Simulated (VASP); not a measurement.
# Nd (Im-3m) in VASP: notebook, part 2 of 2

VASP 6.6.1. The steps go on from the part before.

## 4. Single point, PBE, collinear spin, ferromagnetic start

File INCAR:

```
SYSTEM = Nd
  ADDGRID = .False.
  ALGO = Normal
  EDIFF = 1E-6
  ENCUT = 460
  GGA = PE
  ISIF = 2
  ISMEAR = -1
  ISPIN = 2
  LASPH = .True.
  LCHARG = .False.
  LMAXMIX = 6
  LORBIT = 11
  LREAL = .False.
  LWAVE = .False.
  MAGMOM = 3
  NBANDS = 16
  NELM = 100
  PREC = Accurate
  SIGMA = 0.02
```

File KPOINTS:

```
k-points
0
Gamma
  9 9 9
  0 0 0
```

File POSCAR:

```
Nd
1.0
   -2.0754700287      2.0754700287      2.0754700287
    2.0754700287     -2.0754700287      2.0754700287
    2.0754700287      2.0754700287     -2.0754700287
Nd
1
Direct
    0.0000000000      0.0000000000      0.0000000000
```

Potentials or basis: VASP PAW PBE potentials, release 64 (Nd_3), 4f in core.

The run is started by

```console
> cat potpaw_PBE.64/Nd_3/POTCAR > POTCAR
> mpirun -np 1 vasp_std > vasp.out
```

OUTCAR:

```text
SYSTEM = Nd
   EDIFF = 1E-6
   ENCUT = 460
   GGA = PE
   ISIF = 2
   ISMEAR = -1
   ISPIN = 2
   LASPH = .True.
   LORBIT = 11
   LREAL = .False.
   NELM = 100
   PREC = Accurate

 Found     35 irreducible k-points:

 Following reciprocal coordinates:
            Coordinates               Weight
  0.000000  0.000000  0.000000      1.000000
  0.111111  0.000000  0.000000     12.000000
  0.222222  0.000000  0.000000     12.000000
  0.333333  0.000000  0.000000     12.000000
  0.444444  0.000000  0.000000     12.000000
  0.111111  0.111111  0.000000     24.000000
   k-points           NKPTS =     35   k-points in BZ     NKDIM =     35   number of bands    NBANDS=     16
   number of dos      NEDOS =    301   number of ions     NIONS =      1
   total plane-waves  NPLWV =  21952
   dimension x,y,z NGX =    28 NGY =   28 NGZ =   28
   dimension x,y,z NGXF=    56 NGYF=   56 NGZF=   56
   ions per type =               1
   NGX,Y,Z   is equivalent  to a cutoff of  12.95, 12.95, 12.95 a.u.
   NGXF,Y,Z  is equivalent  to a cutoff of  25.90, 25.90, 25.90 a.u.
 SYSTEM =  Nd
   PREC   = accura    normal or accurate (medium, high low for compatibility)
   ISTART =      0    job   : 0-new  1-cont  2-samecut
   ICHARG =      2    charge: 1-file 2-atom 10-const
   ISPIN  =      2    spin polarized calculation?
   LNONCOLLINEAR =      F non collinear calculations
   LSORBIT =      F    spin-orbit coupling
   LASPH  =      T    aspherical Exc in radial PAW
   ENCUT  =  460.0 eV  33.81 Ry    5.81 a.u.   6.29  6.29  6.29*2*pi/ulx,y,z
   NELM   =    100;   NELMIN=  2; NELMDL= -5     # of ELM steps
   EDIFF  = 0.1E-05   stopping-criterion for ELM
   LREAL  =      F    real-space projection
   EDIFFG = 0.1E-04   stopping-criterion for IOM
   NSW    =      0    number of steps for IOM
   IBRION =     -1    ionic relax: 0-MD 1-quasi-New 2-CG
   NFREE  =      0    steps in history (QN), initial steepest desc. (CG)
   ISIF   =      2    stress and relaxation
   ISYM   =      2    0-nonsym 1-usesym 2-fastsym
   POTIM  = 0.5000    time-step for ionic-motion
   TEBEG  =    0.0;   TEEND  =   0.0 temperature during run
   PSTRESS=    0.0 pullay stress
   NELECT =      11.0000    total number of electrons
   NUPDOWN=      -1.0000    fix difference up-down
   EMIN   =  10.00;   EMAX   =-10.00  energy-range for DOS
   EFERMI =   0.00;   METHOD = LEGACY
   ISMEAR =    -1;   SIGMA  =   0.02  broadening in eV -4-tet -1-fermi 0-gaus
   EFERMI_NEDOS =   21; number of points for ismear=-14 and -15
   IALGO  =     38    algorithm
   IMIX   =      4    mixing-type and parameters
     AMIX     =   0.40;   BMIX     =  1.00
     AMIX_MAG =   1.60;   BMIX_MAG =  1.00
  volume/ion in A,a.u.               =      35.76       241.33
  Fermi-wavevector in a.u.,A,eV,Ry     =   1.105103  2.088341 16.616139  1.221252
  Thomas-Fermi vector in A             =   2.241585
   LORBIT       =     11    0 simple, 1 ext, 2 COOP (PROOUT), +10 PAW based schemes
   GGA     = PE    functional components
   LHFCALC =     F    Hartree Fock is set to
   AEXX    =    0.0000 exact exchange contribution
   IVDW    =     0    specifies the selected vdW correction
   LEPSILON=     F    determine dielectric tensor
   LRPA    =     F    only Hartree local field effects (RPA)
 spin polarized calculation
  energy-cutoff  :      460.00
  volume of cell :       35.76
 maximum number of plane-waves:       814
 NGX is ok and might be reduce to    28
   NGX = 13   NGY = 13   NGZ = 13

 number of electron      11.0000000 magnetization       0.3153364

 Free energy of the ion-electron system (eV)
  ---------------------------------------------------
  ext. energy  EPLUGINS =         0.00000000
  ---------------------------------------------------
  free energy    TOTEN  =        -4.58374439 eV

  energy without entropy =       -4.58043683  energy(sigma->0) =       -4.58209061

 E-fermi :   3.3769     XC(G=0):  -9.5936

 val. band max:        3.3719108002   @ k =   0.3333   0.0000   0.0000
 cond. band min:       3.3779648270   @ k =   0.2222   0.2222   0.1111
 fundamental gap:      0.0060540269
 Fermi energy:         3.3768683330

 spin component 1

 k-point     1 :       0.0000    0.0000    0.0000
  band No.  band energies     occupation
      1     -34.7076      1.00000
      2     -15.3479      1.00000
      3     -15.3479      1.00000
      4     -15.3479      1.00000
      5      -0.7238      1.00000
      6       4.6584      0.00000
[... 8 lines left out ...]
     15      20.5602      0.00000
     16      22.2271      0.00000

 k-point     2 :       0.1111    0.0000    0.0000
  band No.  band energies     occupation
      1     -34.6937      1.00000
      2     -15.4735      1.00000
      3     -15.3857      1.00000
      4     -15.3489      1.00000
      5      -0.3663      1.00000
      6       4.4071      0.00000
[... 8 lines left out ...]
     15      19.2540      0.00000
     16      21.9952      0.00000

 k-point     3 :       0.2222    0.0000    0.0000
  band No.  band energies     occupation
      1     -34.6581      1.00000
      2     -15.7771      1.00000
      3     -15.4799      1.00000
      4     -15.3515      1.00000
      5       0.5055      1.00000
      6       3.8701      0.00000
[... 8 lines left out ...]
     15      18.0562      0.00000
     16      20.4327      0.00000

 k-point     4 :       0.3333    0.0000    0.0000
  band No.  band energies     occupation
      1     -34.6173      1.00000
      2     -16.1004      1.00000
      3     -15.5839      1.00000
      4     -15.3547      1.00000
      5       1.1957      1.00000
      6       3.3719      0.56165
[... 8 lines left out ...]
     15      18.2018      0.00000
     16      19.5398      0.00000

 k-point     5 :       0.4444    0.0000    0.0000
  band No.  band energies     occupation
      1     -34.5904      1.00000
      2     -16.3008      1.00000
      3     -15.6501      1.00000
      4     -15.3568      1.00000
      5       1.2667      1.00000
      6       3.0898      1.00000
[... 8 lines left out ...]
     15      20.0873      0.00000
     16      20.8605      0.00000

 k-point     6 :       0.1111    0.1111    0.0000
  band No.  band energies     occupation
      1     -34.6689      1.00000
      2     -15.6820      1.00000
      3     -15.4301      1.00000
      4     -15.3783      1.00000
      5       0.2674      1.00000
      6       4.0990      0.00000
[... 8 lines left out ...]
     15      19.3432      0.00000
     16      19.4332      0.00000

 [... further k-points ...]

 spin component 2

 k-point     1 :       0.0000    0.0000    0.0000
  band No.  band energies     occupation
      1     -34.6366      1.00000
      2     -15.2568      1.00000
      3     -15.2568      1.00000
      4     -15.2568      1.00000
      5      -0.4918      1.00000
      6       4.8900      0.00000
[... 8 lines left out ...]
     15      20.7297      0.00000
     16      22.4066      0.00000

 k-point     2 :       0.1111    0.0000    0.0000
  band No.  band energies     occupation
      1     -34.6229      1.00000
      2     -15.3800      1.00000
      3     -15.2939      1.00000
      4     -15.2579      1.00000
      5      -0.1357      1.00000
      6       4.6403      0.00000
[... 8 lines left out ...]
     15      19.4336      0.00000
     16      22.1806      0.00000

 k-point     3 :       0.2222    0.0000    0.0000
  band No.  band energies     occupation
      1     -34.5880      1.00000
      2     -15.6780      1.00000
      3     -15.3861      1.00000
      4     -15.2608      1.00000
      5       0.7334      1.00000
      6       4.1061      0.00000
[... 8 lines left out ...]
     15      18.2657      0.00000
     16      20.6534      0.00000

 k-point     4 :       0.3333    0.0000    0.0000
  band No.  band energies     occupation
      1     -34.5478      1.00000
      2     -15.9958      1.00000
      3     -15.4880      1.00000
      4     -15.2642      1.00000
      5       1.4198      1.00000
      6       3.6100      0.00001
[... 8 lines left out ...]
     15      18.4070      0.00000
     16      19.7783      0.00000

 k-point     5 :       0.4444    0.0000    0.0000
  band No.  band energies     occupation
      1     -34.5214      1.00000
      2     -16.1929      1.00000
      3     -15.5529      1.00000
      4     -15.2664      1.00000
      5       1.4854      1.00000
      6       3.3289      0.91689
[... 8 lines left out ...]
     15      20.3127      0.00000
     16      21.0637      0.00000

 k-point     6 :       0.1111    0.1111    0.0000
  band No.  band energies     occupation
      1     -34.5986      1.00000
      2     -15.5846      1.00000
      3     -15.3375      1.00000
      4     -15.2869      1.00000
      5       0.4958      1.00000
      6       4.3312      0.00000
[... 8 lines left out ...]
     15      19.5306      0.00000
     16      19.6284      0.00000

 [... further k-points ...]
[... 5 lines left out ...]
  --------------------------------------------------------------------------------------
  -------------------------------------------------------------------------------------
  Total       -0.0665258     -0.0665258     -0.0665258     -0.0000000      0.0000000     -0.0000000
  in kB       -2.9805154     -2.9805154     -2.9805154     -0.0000000      0.0000000     -0.0000000
  external PRESSURE =      -2.9805154 kB  Pullay stress =       0.0000000 kB

 VOLUME and BASIS-vectors are now :
 -----------------------------------------------------------------------------
  energy-cutoff  :      460.00
  volume of cell :       35.76
      direct lattice vectors                 reciprocal lattice vectors
    -2.075470029  2.075470029  2.075470029     0.000000000  0.240909285  0.240909285
     2.075470029 -2.075470029  2.075470029     0.240909285  0.000000000  0.240909285
     2.075470029  2.075470029 -2.075470029     0.240909285  0.240909285  0.000000000

 POSITION                                       TOTAL-FORCE (eV/Angst)
 -----------------------------------------------------------------------------------
      0.00000      0.00000      0.00000        -0.000000     -0.000000     -0.000000
 -----------------------------------------------------------------------------------
    total drift:                               -0.000000     -0.000000     -0.000000

  FREE ENERGIE OF THE ION-ELECTRON SYSTEM (eV)
  ---------------------------------------------------
  free  energy   TOTEN  =        -4.5837443854 eV

  energy  without entropy=       -4.5804368332  energy(sigma->0) =       -4.58209061

 total charge

# of ion       s       p       d       tot
------------------------------------------
    1        2.154   5.773   0.955   8.882

 magnetization (x)

# of ion       s       p       d       tot
------------------------------------------
    1        0.001   0.008   0.145   0.154
```

Run time: 26 s. Hardware: 1 thread of Intel Xeon Platinum 8488C (Sapphire Rapids), shared host; peak memory 0.18 GiB.

The run converged, but some of its settings lie outside the range that counts as converged, so its numbers aren't taken as properties of the crystal.

Results:

```yaml
Free_energy: -4.5837 eV
Pressure: -0.3 GPa
Band_gap_on_the_k_mesh: none (metal or under the smearing width)
Net_moment: 0.32 μB per cell
Site_moments: Nd +0.15 μB
Valence_electrons_inside_the_program's_atomic_spheres: Nd 8.88
```

Caveat: the magnetic or orbital state may not be the lowest; spin-orbit coupling is left out, which moves the levels of the heavy elements; the 4f electrons are frozen in the core as for a trivalent ion, so they carry no moment and show no levels.

## 5. Single point, PBE, collinear spin, ferromagnetic start

Edit INCAR of step 4 so:

```diff
@@ -7,3 +7,3 @@
   ISIF = 2
-  ISMEAR = -1
+  ISMEAR = -5
   ISPIN = 2
@@ -19,2 +19,2 @@
   PREC = Accurate
-  SIGMA = 0.02
+  SIGMA = 0.1
```

KPOINTS is that of step 4.

POSCAR is that of step 4.

The run is started by

```console
> cat potpaw_PBE.64/Nd_3/POTCAR > POTCAR
> mpirun -np 1 vasp_std > vasp.out
```

Run time: 32 s. Hardware: 1 thread of Intel Xeon Platinum 8488C (Sapphire Rapids), shared host; peak memory 0.18 GiB.

The run converged, but some of its settings lie outside the range that counts as converged, so its numbers aren't taken as properties of the crystal.

What came out:

```yaml
Free_energy: -4.5774 eV
Pressure: -0.2 GPa
Band_gap_on_the_k_mesh: none (metal or under the smearing width)
Net_moment: 0.53 μB per cell
Site_moments: Nd +0.27 μB
Valence_electrons_inside_the_program's_atomic_spheres: Nd 8.88
```

Caveat: the magnetic or orbital state may not be the lowest; spin-orbit coupling is left out, which moves the levels of the heavy elements; the 4f electrons are frozen in the core as for a trivalent ion, so they carry no moment and show no levels; tetrahedron occupations give inexact forces and stress in metals.

## 6. The reference run

An earlier run on the cell as given: functional PBE; potentials or basis VASP PAW PBE potentials, release 64 (Nd); cutoff 520 eV; k mesh 9 × 9 × 9; occupations fermi-dirac, width 0.05 eV; collinear spin, ferromagnetic start; starting moments [3.0] μB.

* Pressure: -0.1 GPa
* Band gap on the k mesh: none (metal or under the smearing width)
* Net moment: 4.08 μB per cell
* Site moments: Nd +3.37 μB
* Valence electrons inside the program's atomic spheres: Nd 11.23
